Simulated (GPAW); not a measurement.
# InP (F-43m) in GPAW: further runs, part 2 of 2

GPAW 26.7.0. Earlier steps stand in the parts before.

### 5 Relaxation of cell and atoms, RPBE+D4, target pressure 5 GPa, at which the enthalpy is minimised

File run.py:

```python
from ase import Atoms
from ase.calculators.mixing import SumCalculator
from ase.filters import FrechetCellFilter
from ase.io import write
from ase.optimize import BFGS
from ase.units import GPa
from dftd4.ase import DFTD4
from gpaw import GPAW, PW

atoms = Atoms(['In', 'P'],
              cell=[[0.0, 2.9305, 2.9305],
                    [2.9305, 0.0, 2.9305],
                    [2.9305, 2.9305, 0.0]],
              scaled_positions=[[0.0, 0.0, 0.0],
                                [0.75, 0.75, 0.75]],
              pbc=True)

calc = GPAW(mode=PW(600),
            xc='RPBE',
            kpts={'size': (8, 8, 8), 'gamma': True},
            occupations={'name': 'fermi-dirac', 'width': 0.05},
            nbands=18,
            convergence={'density': 1e-05, 'forces': 0.0001},
            maxiter=150,
            txt='gpaw.txt')
atoms.calc = SumCalculator([calc, DFTD4(method='rpbe')])
opt = BFGS(FrechetCellFilter(atoms, scalar_pressure=5 * GPa), trajectory='relax.traj', logfile='-')
done = opt.run(fmax=0.01, steps=100)
calc.write('gs.gpw')
write('result.traj', atoms)
print('Converged:', done)
print('Cell:', atoms.cell.cellpar().round(4))
print('Volume:', round(atoms.get_volume(), 4))
print(atoms.get_scaled_positions().round(5))
```

Potentials or basis: the program's PAW data sets (release 1.2.1) made for this functional, pw.

Run with:

```bash
$ OMP_NUM_THREADS=1 python run.py
```

gpaw.txt:

```text
__  _  _
 | _ |_)|_||  |
 |__||  | ||/\| - 26.7.0

Input parameters:
  mode=PW(ecut=600.0),
  convergence={'density': 1e-05, 'forces': 0.0001},
  kpts=MonkhorstPack(size=(8, 8, 8), gamma=True),
  maxiter=150,
  nbands=18,
  occupations=Occupations(name='fermi-dirac', width=0.05),
  xc=XC(name='RPBE')

Diagonalizing LCAO Hamiltonian
Converting LCAO to pw mode

                     P

       In

Atoms  # Å, Bohr magnetons
|   | symbol |        x |        y |        z |    initial magnetic moments |
|---|--------|----------|----------|----------|-----------------------------|
| 0 |     In | 0.000000 | 0.000000 | 0.000000 | ( 0.0000,  0.0000,  0.0000) |
| 1 |      P | 4.395750 | 4.395750 | 4.395750 | ( 0.0000,  0.0000,  0.0000) |

Unit cell  # Å
| periodic |        x |        y |        z |  lengths |    angles |
|----------|----------|----------|----------|----------|-----------|
|      yes | 0.000000 | 2.930500 | 2.930500 | 4.144353 | 60.000000 |
|      yes | 2.930500 | 0.000000 | 2.930500 | 4.144353 | 60.000000 |
|      yes | 2.930500 | 2.930500 | 0.000000 | 4.144353 | 60.000000 |

Number of symmetries: 24
Symmetry operations  # r_c * U_cc + t_c -> r_c
|    | kind |            matrix            |
|----|------|------------------------------|
|  0 |  E   |  1, 0, 0,  0, 1, 0,  0, 0, 1 |
|  1 |  σ   |  1, 0, 0,  0, 0, 1,  0, 1, 0 |
|  2 |  σ   |  1, 0,-1,  0, 1,-1,  0, 0,-1 |
|  3 |  C3  |  1, 0,-1,  0, 0,-1,  0, 1,-1 |
|  4 |  C3  |  1,-1, 0,  0,-1, 1,  0,-1, 0 |
|  5 |  σ   |  1,-1, 0,  0,-1, 0,  0,-1, 1 |
|  6 |  σ   |  0, 1, 0,  1, 0, 0,  0, 0, 1 |
|  7 |  C3  |  0, 1, 0,  0, 0, 1,  1, 0, 0 |
|  8 |  C2  |  0, 1,-1,  1, 0,-1,  0, 0,-1 |
|  9 |  S4  |  0, 1,-1,  0, 0,-1,  1, 0,-1 |
| 10 |  C3  |  0, 0, 1,  1, 0, 0,  0, 1, 0 |
| 11 |  σ   |  0, 0, 1,  0, 1, 0,  1, 0, 0 |
| 12 |  S4  |  0, 0,-1,  1, 0,-1,  0, 1,-1 |
| 13 |  C3  |  0, 0,-1,  0, 1,-1,  1, 0,-1 |
| 14 |  S4  |  0,-1, 1,  1,-1, 0,  0,-1, 0 |
| 15 |  C2  |  0,-1, 1,  0,-1, 0,  1,-1, 0 |
| 16 |  C3  |  0,-1, 0,  1,-1, 0,  0,-1, 1 |
| 17 |  S4  |  0,-1, 0,  0,-1, 1,  1,-1, 0 |
| 18 |  S4  | -1, 1, 0, -1, 0, 1, -1, 0, 0 |
| 19 |  C3  | -1, 1, 0, -1, 0, 0, -1, 0, 1 |
| 20 |  C3  | -1, 0, 1, -1, 1, 0, -1, 0, 0 |
| 21 |  S4  | -1, 0, 1, -1, 0, 0, -1, 1, 0 |
| 22 |  σ   | -1, 0, 0, -1, 1, 0, -1, 0, 1 |
| 23 |  C2  | -1, 0, 0, -1, 0, 1, -1, 1, 0 |
[... 189 lines left out ...]
Gap: 0.846 eV
Transition (v -> c):
  (s=0, k=0, n=8, [0.00, 0.00, 0.00]) -> (s=0, k=0, n=9, [0.00, 0.00, 0.00])
No difference between direct/indirect transitions

Stress tensor  # eV/Ang^3
|         x |         y |         z |
|-----------|-----------|-----------|
| -0.030639 |  0.000000 |  0.000000 |
|  0.000000 | -0.030639 |  0.000000 |
|  0.000000 |  0.000000 | -0.030639 |

Forces  # eV/Ang
|        x |        y |       z |
|----------|----------|---------|
| -0.00000 | -0.00000 | 0.00000 |  # In   0
|  0.00000 |  0.00000 | 0.00000 |  # P    1

Diagonalizing LCAO Hamiltonian
Converting LCAO to pw mode

                     P

       In

Atoms  # Å, Bohr magnetons
|   | symbol |         x |         y |         z |    initial magnetic moments |
|---|--------|-----------|-----------|-----------|-----------------------------|
| 0 |     In | -0.000000 | -0.000000 | -0.000000 | ( 0.0000,  0.0000,  0.0000) |
| 1 |      P |  4.374164 |  4.374164 |  4.374164 | ( 0.0000,  0.0000,  0.0000) |

Unit cell  # Å
| periodic |        x |        y |        z |  lengths |    angles |
|----------|----------|----------|----------|----------|-----------|
|      yes | 0.000000 | 2.916109 | 2.916109 | 4.124001 | 59.999999 |
|      yes | 2.916109 | 0.000000 | 2.916109 | 4.124001 | 59.999999 |
|      yes | 2.916109 | 2.916109 | 0.000000 | 4.124001 | 59.999999 |

Number of symmetries: 6
Symmetry operations  # r_c * U_cc + t_c -> r_c
|   | kind |            matrix            |
|---|------|------------------------------|
| 0 |  E   |  1, 0, 0,  0, 1, 0,  0, 0, 1 |
| 1 |  σ   |  1, 0, 0,  0, 0, 1,  0, 1, 0 |
| 2 |  σ   |  0, 1, 0,  1, 0, 0,  0, 0, 1 |
| 3 |  C3  |  0, 1, 0,  0, 0, 1,  1, 0, 0 |
| 4 |  C3  |  0, 0, 1,  1, 0, 0,  0, 1, 0 |
| 5 |  σ   |  0, 0, 1,  0, 1, 0,  1, 0, 0 |
[... 194 lines left out ...]
Stress tensor  # eV/Ang^3
|         x |         y |         z |
|-----------|-----------|-----------|
| -0.038012 | -0.000000 | -0.000000 |
| -0.000000 | -0.038012 | -0.000000 |
| -0.000000 | -0.000000 | -0.038012 |

Forces  # eV/Ang
|        x |        y |        z |
|----------|----------|----------|
|  0.00000 |  0.00000 |  0.00000 |  # In   0
| -0.00000 | -0.00000 | -0.00000 |  # P    1

Interpolating wave functions to new cell

                    P

       In

Atoms  # Å, Bohr magnetons
|   | symbol |        x |        y |        z |    initial magnetic moments |
|---|--------|----------|----------|----------|-----------------------------|
| 0 |     In | 0.000000 | 0.000000 | 0.000000 | ( 0.0000,  0.0000,  0.0000) |
| 1 |      P | 4.309483 | 4.309483 | 4.309483 | ( 0.0000,  0.0000,  0.0000) |

Unit cell  # Å
| periodic |        x |        y |        z |  lengths |    angles |
|----------|----------|----------|----------|----------|-----------|
|      yes | 0.000002 | 2.872988 | 2.872988 | 4.063018 | 59.999961 |
|      yes | 2.872988 | 0.000002 | 2.872988 | 4.063018 | 59.999961 |
|      yes | 2.872988 | 2.872988 | 0.000002 | 4.063018 | 59.999961 |

Number of symmetries: 6
Symmetry operations  # r_c * U_cc + t_c -> r_c
|   | kind |            matrix            |
|---|------|------------------------------|
| 0 |  E   |  1, 0, 0,  0, 1, 0,  0, 0, 1 |
| 1 |  σ   |  1, 0, 0,  0, 0, 1,  0, 1, 0 |
| 2 |  σ   |  0, 1, 0,  1, 0, 0,  0, 0, 1 |
| 3 |  C3  |  0, 1, 0,  0, 0, 1,  1, 0, 0 |
| 4 |  C3  |  0, 0, 1,  1, 0, 0,  0, 1, 0 |
| 5 |  σ   |  0, 0, 1,  0, 1, 0,  1, 0, 0 |
[... 193 lines left out ...]
Stress tensor  # eV/Ang^3
|         x |         y |         z |
|-----------|-----------|-----------|
| -0.063298 |  0.000000 |  0.000000 |
|  0.000000 | -0.063298 |  0.000000 |
|  0.000000 |  0.000000 | -0.063298 |

Forces  # eV/Ang
|        x |        y |        z |
|----------|----------|----------|
| -0.00001 | -0.00001 | -0.00001 |  # In   0
|  0.00001 |  0.00001 |  0.00001 |  # P    1

Interpolating wave functions to new cell

                    P

       In

Atoms  # Å, Bohr magnetons
|   | symbol |         x |         y |         z |    initial magnetic moments |
|---|--------|-----------|-----------|-----------|-----------------------------|
| 0 |     In | -0.000000 | -0.000000 | -0.000000 | ( 0.0000,  0.0000,  0.0000) |
| 1 |      P |  4.313792 |  4.313792 |  4.313792 | ( 0.0000,  0.0000,  0.0000) |

Unit cell  # Å
| periodic |        x |        y |        z |  lengths |    angles |
|----------|----------|----------|----------|----------|-----------|
|      yes | 0.000002 | 2.875861 | 2.875861 | 4.067081 | 59.999962 |
|      yes | 2.875861 | 0.000002 | 2.875861 | 4.067081 | 59.999962 |
|      yes | 2.875861 | 2.875861 | 0.000002 | 4.067081 | 59.999962 |

Number of symmetries: 6
Symmetry operations  # r_c * U_cc + t_c -> r_c
|   | kind |            matrix            |
|---|------|------------------------------|
| 0 |  E   |  1, 0, 0,  0, 1, 0,  0, 0, 1 |
| 1 |  σ   |  1, 0, 0,  0, 0, 1,  0, 1, 0 |
| 2 |  σ   |  0, 1, 0,  1, 0, 0,  0, 0, 1 |
| 3 |  C3  |  0, 1, 0,  0, 0, 1,  1, 0, 0 |
| 4 |  C3  |  0, 0, 1,  1, 0, 0,  0, 1, 0 |
| 5 |  σ   |  0, 0, 1,  0, 1, 0,  1, 0, 0 |
[... 191 lines left out ...]
Stress tensor  # eV/Ang^3
|         x |         y |         z |
|-----------|-----------|-----------|
| -0.061451 | -0.000000 | -0.000000 |
| -0.000000 | -0.061451 | -0.000000 |
| -0.000000 | -0.000000 | -0.061451 |

Forces  # eV/Ang
|        x |        y |        z |
|----------|----------|----------|
| -0.00000 | -0.00000 | -0.00000 |  # In   0
|  0.00000 |  0.00000 |  0.00000 |  # P    1

# Writing to gs.gpw (mode='')
```

It took 2 min on 1 thread of Arm Neoverse V1, shared host; peak memory 0.24 GiB.

Results:

```
Free energy                                            : -9.0864 eV
Relaxed volume                                         : 23.78 Å³/atom
Relaxed cell                                           : a = 4.067 Å, b = 4.067 Å, c = 4.067 Å, α = 60.00°, β = 60.00°, γ = 60.00°
Space group after relaxing (to 0.05 Å)                 : F-43m (No. 216)
Energy change on relaxing (the enthalpy is what falls) : +23.6 meV/atom
Ionic steps                                            : 4
Pressure after relaxing                                : 5.0 GPa
Band gap on the k mesh                                 : 1.15 eV, direct
Dispersion energy per atom                             : -0.646 eV
```

Step by step:
| step | energy change (eV) | largest force (eV/Å) | pressure (GPa) | volume (Å³) |
| --- | --- | --- | --- | --- |
| 1 | 0.0000 | 0.0000 | 0.61 | 50.33 |
| 2 | 0.0054 | 0.0000 | 1.65 | 49.60 |
| 3 | 0.0518 | 0.0000 | 5.25 | 47.43 |
| 4 | 0.0472 | 0.0000 | 4.99 | 47.57 |

Final structure:
```xyz
2
Lattice="0.0000 2.8759 2.8759 2.8759 0.0000 2.8759 2.8759 2.8759 0.0000" Properties=species:S:1:pos:R:3 pbc="T T T"
In    0.0000    0.0000    0.0000
P     4.3138    4.3138    4.3138
```

Caveat: later steps reuse the first step's grids; spin-orbit coupling is left out, which moves the levels of the heavy elements.

### 6 Overview

| level | potentials or basis | cell | optimizer | fmax | max steps | target pressure | gap on the mesh (eV) | pressure (GPa) |
| --- | --- | --- | --- | --- | --- | --- | --- | --- |
| PBEsol+D3(BJ) | PAW data sets generated in the run's folder for this functional, pw | relaxed to -2 GPa | BFGS | 0.02 eV/Å | 40 | -2 GPa | 0.57 | -2.0 |
| PBEsol+D4 | PAW data sets generated in the run's folder for this functional, pw | relaxed | LBFGS | 0.02 eV/Å | 100 | - | 0.68 | 0.0 |
| RPBE+D3(BJ) | the program's PAW data sets (release 1.2.1) made for this functional, pw | relaxed to -2 GPa | BFGS | 0.02 eV/Å | 40 | -2 GPa | 1.14 | -2.0 |
| RPBE+D4 | the program's PAW data sets (release 1.2.1) made for this functional, pw | relaxed to 5 GPa | BFGS | 0.01 eV/Å | 100 | 5 GPa | 1.15 | 5.0 |

Alike in all rows: task relaxation of cell and atoms; no spin polarisation; k mesh 8 × 8 × 8; cutoff (eV) 600; smearing fermi-dirac 0.05 eV.

Caveats: later steps reuse the first step's grids; spin-orbit coupling is left out, which moves the levels of the heavy elements.

Total energies depend on the potentials used, so only differences within one code and one set of settings carry meaning.
